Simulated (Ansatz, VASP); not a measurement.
MgI in VASP and in Ansatz

```
Mg I
1.0
     0.00000    3.32514    3.32514
     3.32514    0.00000    3.32514
     3.32514    3.32514    0.00000
Mg I
1 1
Cartesian
  0.0000 0.0000 0.0000
  4.9877 4.9877 4.9877
```

Change from the starting cell: species swapped into the GaSb type (F-43m, No. 216).

Alike in both runs: task relaxation of cell and atoms; functional PBE; k mesh 14 × 14 × 14; occupations gaussian, width 0.1 eV; no spin polarisation.

|  | VASP | Ansatz |
| --- | --- | --- |
| version | VASP 6.6.1 | Ansatz 0.2.0 |
| potentials or method | VASP PAW PBE potentials, release 64 (Mg, I) | scalar-relativistic, plane waves, PAW |
| plane-wave cutoff (eV) | 600 | 420 |
| valence electrons in the cell | 9 | 27 |

|  | VASP | Ansatz | Ansatz less VASP |
| --- | --- | --- | --- |
| gap on the k mesh at the Fermi level, each at its own relaxed structure (eV) | none | none | - |
| relaxed volume (Å³/atom) | 47.78 | 47.94 | +0.157 |
| relaxed cell length with the largest relative difference (Å) | 5.132 | 5.137 | +0.0056 |
| energy change over the relaxation (meV/atom) | -127 | -129 | -2.3 |

A gap of «none» marks a metal or a gap that the smearing closes. The two sets of potentials don't hold the same shells in valence.

Caveats: the volume moved by over 15 % at a fixed basis, so the end points are rough (VASP); an odd number of electrons without spin polarisation forces a metal; a magnetic or distorted state may lie lower. Spin-orbit coupling is left out, which matters for the levels of I.
